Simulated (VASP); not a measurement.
# HfC (Fm-3m) in VASP: notebook

The runs below take HfC through relaxation of cell and atoms, with r2SCAN, PBEsol.

All numbers are computed with VASP 6.6.1; they aren't measurements. Logs are shortened: lines on timing, memory, paths and dates and some standing lists are left out, and cuts for length are marked.

## (1) Starting point

It takes space group Fm-3m (No. 225, cubic). The conventional cell has a = 4.634 Å, b = 4.634 Å, c = 4.634 Å, α = 90.00°, β = 90.00°, γ = 90.00°. Hf (site symmetry m-3m) has 6 C at 2.32 Å as nearest neighbours. C (site symmetry m-3m) is surrounded by 6 Hf at 2.32 Å.

## (2) Relaxation of cell and atoms, r2SCAN

The input, INCAR:

```
ALGO = Normal
EDIFF = 1E-7
EDIFFG = -0.005
ENCUT = 600
IBRION = 2
ISIF = 3
ISMEAR = 1
LASPH = T
LCHARG = F
LMIXTAU = T
LREAL = F
LWAVE = F
METAGGA = R2SCAN
NELM = 80
NSW = 90
PREC = Accurate
SIGMA = 0.1
```

The input, KPOINTS:

```
k-points
0
Gamma
  14 14 14
```

The input, POSCAR:

```
HfC                                     
1.0
    0.0000000000      2.3168319866      2.3168319866
    2.3168319866      0.0000000000      2.3168319866
    2.3168319866      2.3168319866      0.0000000000
  Hf              C             
     1     1
Direct
     0.5000000000000000    0.5000000000000000    0.5000000000000000
     0.0000000000000000    0.0000000000000000    0.0000000000000000
```

Potentials or basis: VASP PAW PBE potentials, release 64 (Hf_pv, C).

The run is started by

```sh
$ cat potpaw_PBE.64/Hf_pv/POTCAR potpaw_PBE.64/C/POTCAR > POTCAR
$ mpirun -np 1 vasp_std > vasp.out
```

OUTCAR:

```text
EDIFF = 1E-7
   EDIFFG = -0.005
   ENCUT = 600
   IBRION = 2
   ISIF = 3
   ISMEAR = 1
   LASPH = T
   LREAL = F
   METAGGA = R2SCAN
   NELM = 80
   NSW = 90
   PREC = Accurate

 ion  position               nearest neighbor table
   1  0.500  0.500  0.500-   2 2.32   2 2.32   2 2.32   2 2.32   2 2.32   2 2.32
   2  0.000  0.000  0.000-   1 2.32   1 2.32   1 2.32   1 2.32   1 2.32   1 2.32

  LATTYP: Found a face centered cubic cell.
 ALAT       =     4.6336639732

  Lattice vectors:

 A1 = (   0.0000000000,   2.3168319866,   2.3168319866)
 A2 = (   2.3168319866,   0.0000000000,   2.3168319866)
 A3 = (   2.3168319866,   2.3168319866,   0.0000000000)

Analysis of symmetry for initial positions (statically):
=====================================================================
 Subroutine PRICEL returns:
 Original cell was already a primitive cell.

 Routine SETGRP: Setting up the symmetry group for a
 face centered cubic supercell.

 Subroutine GETGRP returns: Found 48 space group operations
 (whereof 48 operations were pure point group operations)
 out of a pool of 48 trial point group operations.

The static configuration has the point symmetry O_h .

Analysis of symmetry for dynamics (positions and initial velocities):
=====================================================================
 Subroutine PRICEL returns:
 Original cell was already a primitive cell.

 Routine SETGRP: Setting up the symmetry group for a
 face centered cubic supercell.

 Subroutine GETGRP returns: Found 48 space group operations
 (whereof 48 operations were pure point group operations)
 out of a pool of 48 trial point group operations.

The dynamic configuration has the point symmetry O_h .

 Subroutine INISYM returns: Found 48 space group operations
 (whereof 48 operations are pure point group operations),
 and found     1 'primitive' translations

----------------------------------------------------------------------------------------

                                     Primitive cell

  volume of cell :      24.8722

  direct lattice vectors                    reciprocal lattice vectors
     0.000000000  2.316831987  2.316831987    -0.215811938  0.215811938  0.215811938
     2.316831987  0.000000000  2.316831987     0.215811938 -0.215811938  0.215811938
     2.316831987  2.316831987  0.000000000     0.215811938  0.215811938 -0.215811938

  length of vectors
     3.276495217  3.276495217  3.276495217     0.373797241  0.373797241  0.373797241

  position of ions in fractional coordinates (direct lattice)
     0.500000000  0.500000000  0.500000000
     0.000000000  0.000000000  0.000000000
[... 102 lines left out ...]
   METAGGA = R2SCAN    functional components
   LHFCALC =     F    Hartree Fock is set to
   AEXX    =    0.0000 exact exchange contribution
   IVDW    =     0    specifies the selected vdW correction
   LEPSILON=     F    determine dielectric tensor
   LRPA    =     F    only Hartree local field effects (RPA)
 conjugate gradient relaxation of ions
 non-spin polarized calculation
 Methfessel and Paxton  Order N= 1 SIGMA  =   0.10
  energy-cutoff  :      600.00
  volume of cell :       24.87
 maximum number of plane-waves:       869
 NGX is ok and might be reduce to    28
   NGX = 13   NGY = 13   NGZ = 13

--------------------------------------- Ionic step        1  -------------------------------------------

 number of electron      14.0000000 magnetization

 Free energy of the ion-electron system (eV)
  ---------------------------------------------------
  ext. energy  EPLUGINS =         0.00000000
  ---------------------------------------------------
  free energy    TOTEN  =       -57.34299992 eV

  energy without entropy =      -57.34279820  energy(sigma->0) =      -57.34293268

------------------------ aborting loop because EDIFF is reached ----------------------------------------

  FORCE on cell =-STRESS in cart. coord.  units (eV):
  Direction    XX          YY          ZZ          XY          YZ          ZX
  --------------------------------------------------------------------------------------
  -------------------------------------------------------------------------------------
  Total       -0.0119149     -0.0119149     -0.0119149      0.0000000     -0.0000000      0.0000000
  in kB       -0.7675156     -0.7675156     -0.7675156      0.0000000     -0.0000000      0.0000000
  external PRESSURE =      -0.7675156 kB  Pullay stress =       0.0000000 kB
[... 59 lines left out ...]
--------------------------------------- Ionic step        3  -------------------------------------------

 number of electron      14.0000000 magnetization

 Free energy of the ion-electron system (eV)
  ---------------------------------------------------
  ext. energy  EPLUGINS =         0.00000000
  ---------------------------------------------------
  free energy    TOTEN  =       -57.34299936 eV

  energy without entropy =      -57.34279767  energy(sigma->0) =      -57.34293213

 E-fermi :   5.9738     XC(G=0): -13.1618

 val. band max:        5.8839154677   @ k =  -0.0714   0.0714   0.0000
 cond. band min:       5.9899906233   @ k =   0.4286   0.3571   0.0000
 fundamental gap:      0.1060751557
 Fermi energy:         5.9738207680

 k-point     1 :       0.0000    0.0000    0.0000
  band No.  band energies     occupation
      1     -24.7211      2.00000
      2     -24.7211      2.00000
      3     -24.7211      2.00000
      4      -7.1132      2.00000
      5       6.9882     -0.00000
      6       6.9882     -0.00000
      7       6.9882     -0.00000
      8       7.6156     -0.00000
      9       7.6156     -0.00000
     10       7.6156     -0.00000
     11       9.5545      0.00000
[... 309 lines left out ...]
 k-point    24 :       0.2857    0.1429    0.0000
  band No.  band energies     occupation
      1     -25.0782      2.00000
      2     -24.8084      2.00000
      3     -24.7962      2.00000
      4      -5.5272      2.00000
      5       2.3338      2.00000
      6       4.2486      2.00000
      7       4.7880      2.00000
      8       7.3682     -0.00000
      9      10.4248      0.00000
     10      10.8293      0.00000
     11      12.3322      0.00000

 [... further k-points ...]

------------------------ aborting loop because EDIFF is reached ----------------------------------------

  FORCE on cell =-STRESS in cart. coord.  units (eV):
  Direction    XX          YY          ZZ          XY          YZ          ZX
  --------------------------------------------------------------------------------------
  -------------------------------------------------------------------------------------
  Total       -0.0021342     -0.0021342     -0.0021342     -0.0000000      0.0000000      0.0000000
  in kB       -0.1375135     -0.1375135     -0.1375135     -0.0000000      0.0000000      0.0000000
  external PRESSURE =      -0.1375135 kB  Pullay stress =       0.0000000 kB
[... 17 lines left out ...]
  FREE ENERGIE OF THE ION-ELECTRON SYSTEM (eV)
  ---------------------------------------------------
  free  energy   TOTEN  =       -57.3429993590 eV

  energy  without entropy=      -57.3427976686  energy(sigma->0) =      -57.34293213

 reached required accuracy - stopping structural energy minimisation
```

OSZICAR:

```text
N       E                     dE             d eps       ncg     rms          rms(c)
DAV:   1    -0.147496190048E+02   -0.14750E+02   -0.92318E+03  2296   0.145E+03
DAV:   2    -0.612762850506E+02   -0.46527E+02   -0.44042E+02  2786   0.231E+02
[... 29 lines left out ...]
       N       E                     dE             d eps       ncg     rms          rms(c)
DAV:   1    -0.573430062486E+02   -0.18435E-04   -0.39155E-04  2297   0.195E-01    0.586E-02
DAV:   2    -0.573429999724E+02    0.62763E-05   -0.16668E-05  2300   0.433E-02    0.255E-02
DAV:   3    -0.573429989114E+02    0.10610E-05   -0.11894E-05  2386   0.311E-02    0.242E-02
DAV:   4    -0.573429993657E+02   -0.45436E-06   -0.28137E-07  2415   0.572E-03    0.212E-02
DAV:   5    -0.573429993590E+02    0.67182E-08   -0.30554E-07  2039   0.316E-03
   3 F= -.57342999E+02 E0= -.57342932E+02  d E =0.561254E-06
```

Run time: 6 min. Hardware: 1 thread of AMD EPYC 7R13 (Zen 3), shared host; peak memory 0.17 GiB.

What came out:

- Free energy: -57.3430 eV
- Relaxed volume: 12.43 Å³/atom
- Relaxed cell: a = 3.276 Å, b = 3.276 Å, c = 3.276 Å, α = 60.00°, β = 60.00°, γ = 60.00°
- Space group after relaxing (to 0.05 Å): Fm-3m (No. 225)
- Energy gained by relaxing: 0.0 meV/atom
- Ionic steps: 3
- Pressure after relaxing: 0.0 GPa
- Band gap on the k mesh: none (metal or under the smearing width)

Final structure:
```
Hf C
1.0
     0.00000    2.31662    2.31662
     2.31662    0.00000    2.31662
     2.31662    2.31662    0.00000
Hf C
1 1
Cartesian
  2.3166 2.3166 2.3166
  0.0000 0.0000 0.0000
```

Caveat: the PAW data sets were made with another functional, which shifts forces and pressure a little. Spin-orbit coupling is left out, which matters for the levels of Hf.

## (3) Relaxation of cell and atoms, PBEsol

This run uses another cell than the first one, of 12.57 Å³/atom, 1.011 times its volume.

The input, INCAR:

```
SYSTEM = HfC
PREC = Accurate ; ENCUT = 600
EDIFF = 1E-6 ; ISMEAR = 1
SIGMA = 0.1 ; LREAL = .FALSE.
LASPH = .TRUE. ; NELM = 80
ALGO = Normal ; ISIF = 3
LWAVE = .FALSE. ; LCHARG = .FALSE.
GGA = PS ; IBRION = 2
NSW = 90 ; EDIFFG = -0.01
```

The input, KPOINTS:

```
regular mesh
0
G
  14 14 14
  0 0 0
```

The input, POSCAR:

```
HfC
1.0
    0.0000000000      2.3250000000      2.3250000000
    2.3250000000      0.0000000000      2.3250000000
    2.3250000000      2.3250000000      0.0000000000
Hf C
1 1
Direct
    0.5000000000      0.5000000000      0.5000000000
    0.0000000000      0.0000000000      0.0000000000
```

Potentials or basis: VASP PAW PBE potentials, release 64 (Hf_pv, C).

The run is started by

```sh
$ cat potpaw_PBE.64/Hf_pv/POTCAR potpaw_PBE.64/C/POTCAR > POTCAR
$ mpirun -np 1 vasp_std > vasp.out
```

OUTCAR:

```text
SYSTEM = HfC
   PREC = Accurate
   ENCUT = 600
   EDIFF = 1E-6
   ISMEAR = 1
   LREAL = .FALSE.
   LASPH = .TRUE.
   NELM = 80
   ISIF = 3
   GGA = PS
   IBRION = 2
   NSW = 90
   EDIFFG = -0.01

 ion  position               nearest neighbor table
   1  0.500  0.500  0.500-   2 2.33   2 2.33   2 2.33   2 2.33   2 2.33   2 2.33
   2  0.000  0.000  0.000-   1 2.33   1 2.33   1 2.33   1 2.33   1 2.33   1 2.33

  LATTYP: Found a face centered cubic cell.
 ALAT       =     4.6500000000

  Lattice vectors:

 A1 = (   0.0000000000,   2.3250000000,   2.3250000000)
 A2 = (   2.3250000000,   0.0000000000,   2.3250000000)
 A3 = (   2.3250000000,   2.3250000000,   0.0000000000)

Analysis of symmetry for initial positions (statically):
=====================================================================
 Subroutine PRICEL returns:
 Original cell was already a primitive cell.

 Routine SETGRP: Setting up the symmetry group for a
 face centered cubic supercell.

 Subroutine GETGRP returns: Found 48 space group operations
 (whereof 48 operations were pure point group operations)
 out of a pool of 48 trial point group operations.

The static configuration has the point symmetry O_h .

Analysis of symmetry for dynamics (positions and initial velocities):
=====================================================================
 Subroutine PRICEL returns:
 Original cell was already a primitive cell.

 Routine SETGRP: Setting up the symmetry group for a
 face centered cubic supercell.

 Subroutine GETGRP returns: Found 48 space group operations
 (whereof 48 operations were pure point group operations)
 out of a pool of 48 trial point group operations.

The dynamic configuration has the point symmetry O_h .

 Subroutine INISYM returns: Found 48 space group operations
 (whereof 48 operations are pure point group operations),
 and found     1 'primitive' translations

----------------------------------------------------------------------------------------

                                     Primitive cell

  volume of cell :      25.1362

  direct lattice vectors                    reciprocal lattice vectors
     0.000000000  2.325000000  2.325000000    -0.215053763  0.215053763  0.215053763
     2.325000000  0.000000000  2.325000000     0.215053763 -0.215053763  0.215053763
     2.325000000  2.325000000  0.000000000     0.215053763  0.215053763 -0.215053763

  length of vectors
     3.288046533  3.288046533  3.288046533     0.372484045  0.372484045  0.372484045

  position of ions in fractional coordinates (direct lattice)
     0.500000000  0.500000000  0.500000000
     0.000000000  0.000000000  0.000000000

  ion indices of the primitive-cell ions
   primitive index   ion index
                 1           1
                 2           2

----------------------------------------------------------------------------------------

 KPOINTS: regular mesh

Automatic generation of k-mesh.
 Grid dimensions read from file:
 generate k-points for:   14   14   14

 Generating k-lattice:

  Cartesian coordinates                     Fractional coordinates (reciprocal lattice)
    -0.015360983  0.015360983  0.015360983     0.071428571  0.000000000  0.000000000
[... 54 lines left out ...]
   LNONCOLLINEAR =      F non collinear calculations
   LSORBIT =      F    spin-orbit coupling
   LASPH  =      T    aspherical Exc in radial PAW
   ENCUT  =  600.0 eV  44.10 Ry    6.64 a.u.   6.57  6.57  6.57*2*pi/ulx,y,z
   NELM   =     80;   NELMIN=  2; NELMDL= -5     # of ELM steps
   EDIFF  = 0.1E-05   stopping-criterion for ELM
   LREAL  =      F    real-space projection
   EDIFFG = -.1E-01   stopping-criterion for IOM
   NSW    =     90    number of steps for IOM
   IBRION =      2    ionic relax: 0-MD 1-quasi-New 2-CG
   NFREE  =      1    steps in history (QN), initial steepest desc. (CG)
   ISIF   =      3    stress and relaxation
   ISYM   =      2    0-nonsym 1-usesym 2-fastsym
   POTIM  = 0.5000    time-step for ionic-motion
   TEBEG  =    0.0;   TEEND  =   0.0 temperature during run
   PSTRESS=    0.0 pullay stress
   NELECT =      14.0000    total number of electrons
   NUPDOWN=      -1.0000    fix difference up-down
   EMIN   =  10.00;   EMAX   =-10.00  energy-range for DOS
   EFERMI =   0.00;   METHOD = LEGACY
   ISMEAR =     1;   SIGMA  =   0.10  broadening in eV -4-tet -1-fermi 0-gaus
   EFERMI_NEDOS =   21; number of points for ismear=-14 and -15
   IALGO  =     38    algorithm
   IMIX   =      4    mixing-type and parameters
     AMIX     =   0.40;   BMIX     =  1.00
     AMIX_MAG =   1.60;   BMIX_MAG =  1.00
  volume/ion in A,a.u.               =      12.57        84.81
  Fermi-wavevector in a.u.,A,eV,Ry     =   1.346949  2.545365 24.684672  1.814272
  Thomas-Fermi vector in A             =   2.474740
   LORBIT       =      0    0 simple, 1 ext, 2 COOP (PROOUT), +10 PAW based schemes
   GGA     = PS    functional components
   LHFCALC =     F    Hartree Fock is set to
   AEXX    =    0.0000 exact exchange contribution
   IVDW    =     0    specifies the selected vdW correction
   LEPSILON=     F    determine dielectric tensor
   LRPA    =     F    only Hartree local field effects (RPA)
 conjugate gradient relaxation of ions
 non-spin polarized calculation
 Methfessel and Paxton  Order N= 1 SIGMA  =   0.10
  energy-cutoff  :      600.00
  volume of cell :       25.14
 maximum number of plane-waves:       872
 NGX is ok and might be reduce to    28
   NGX = 13   NGY = 13   NGZ = 13

--------------------------------------- Ionic step        1  -------------------------------------------

 number of electron      14.0000000 magnetization

 Free energy of the ion-electron system (eV)
  ---------------------------------------------------
  ext. energy  EPLUGINS =         0.00000000
  ---------------------------------------------------
  free energy    TOTEN  =       -22.18017827 eV

  energy without entropy =      -22.18012094  energy(sigma->0) =      -22.18015916

------------------------ aborting loop because EDIFF is reached ----------------------------------------

  FORCE on cell =-STRESS in cart. coord.  units (eV):
  Direction    XX          YY          ZZ          XY          YZ          ZX
  --------------------------------------------------------------------------------------
  -------------------------------------------------------------------------------------
  Total       -1.1166652     -1.1166652     -1.1166652     -0.0000000     -0.0000000      0.0000000
  in kB      -71.1761837    -71.1761837    -71.1761837     -0.0000000     -0.0000000      0.0000000
  external PRESSURE =     -71.1761837 kB  Pullay stress =       0.0000000 kB
[... 95 lines left out ...]
--------------------------------------- Ionic step        4  -------------------------------------------

 number of electron      13.9999999 magnetization

 Free energy of the ion-electron system (eV)
  ---------------------------------------------------
  ext. energy  EPLUGINS =         0.00000000
  ---------------------------------------------------
  free energy    TOTEN  =       -22.19691839 eV

  energy without entropy =      -22.19684935  energy(sigma->0) =      -22.19689538

 E-fermi :   6.0080     XC(G=0): -12.5679

 val. band max:        5.9896820685   @ k =   0.5000   0.5000   0.0000
 cond. band min:       6.0316935925   @ k =   0.3571   0.2857   0.0000
 fundamental gap:      0.0420115240
 Fermi energy:         6.0080362994

 k-point     1 :       0.0000    0.0000    0.0000
  band No.  band energies     occupation
      1     -23.3182      2.00000
      2     -23.3182      2.00000
      3     -23.3182      2.00000
      4      -6.4040      2.00000
      5       7.0793     -0.00000
      6       7.0793     -0.00000
      7       7.0793     -0.00000
      8       7.3892     -0.00000
      9       7.3892     -0.00000
     10       7.3892     -0.00000
     11       9.4933      0.00000
[... 309 lines left out ...]
 k-point    24 :       0.2857    0.1429    0.0000
  band No.  band energies     occupation
      1     -23.7028      2.00000
      2     -23.4133      2.00000
      3     -23.4009      2.00000
      4      -4.7729      2.00000
      5       2.5048      2.00000
      6       4.3108      2.00000
      7       4.8921      2.00000
      8       7.1941     -0.00000
      9      10.2689      0.00000
     10      10.6127      0.00000
     11      12.2071      0.00000

 [... further k-points ...]

------------------------ aborting loop because EDIFF is reached ----------------------------------------

  FORCE on cell =-STRESS in cart. coord.  units (eV):
  Direction    XX          YY          ZZ          XY          YZ          ZX
  --------------------------------------------------------------------------------------
  -------------------------------------------------------------------------------------
  Total        0.0086140      0.0086140      0.0086140     -0.0000000      0.0000000      0.0000000
  in kB        0.5656924      0.5656924      0.5656924     -0.0000000      0.0000000      0.0000000
  external PRESSURE =       0.5656924 kB  Pullay stress =       0.0000000 kB
[... 17 lines left out ...]
  FREE ENERGIE OF THE ION-ELECTRON SYSTEM (eV)
  ---------------------------------------------------
  free  energy   TOTEN  =       -22.1969183898 eV

  energy  without entropy=      -22.1968493546  energy(sigma->0) =      -22.19689538

 reached required accuracy - stopping structural energy minimisation
```

Run time: 1.8 min. Hardware: 1 thread of Intel Xeon Platinum 8259CL at 2.50GHz (Skylake/Cascade Lake), shared host; peak memory 0.19 GiB.

What came out:

| Item | Value |
| --- | --- |
| Free energy | -22.1969 eV |
| Relaxed volume | 12.20 Å³/atom |
| Relaxed cell | a = 3.255 Å, b = 3.255 Å, c = 3.255 Å, α = 60.00°, β = 60.00°, γ = 60.00° |
| Space group after relaxing (to 0.05 Å) | Fm-3m (No. 225) |
| Energy gained by relaxing | 8.4 meV/atom |
| Ionic steps | 4 |
| Pressure after relaxing | 0.1 GPa |
| Band gap on the k mesh | none (metal or under the smearing width) |

Step by step:
| step | energy change (eV) | largest force (eV/Å) | pressure (GPa) | volume (Å³) |
| --- | --- | --- | --- | --- |
| 1 | 0.0000 | 0.0000 | -7.12 | 25.14 |
| 2 | 0.0382 | 0.0000 | 14.80 | 23.16 |
| 3 | -0.0167 | 0.0000 | -0.18 | 24.41 |
| 4 | -0.0167 | 0.0000 | 0.06 | 24.40 |

Final structure:
```xyz
2
Lattice="0.0000 2.3020 2.3020 2.3020 0.0000 2.3020 2.3020 2.3020 0.0000" Properties=species:S:1:pos:R:3 pbc="T T T"
Hf    2.3020    2.3020    2.3020
C     0.0000    0.0000    0.0000
```

Caveat: the PAW data sets were made with another functional, which shifts forces and pressure a little. Spin-orbit coupling is left out, which matters for the levels of Hf.

[end of part 1 of 2]
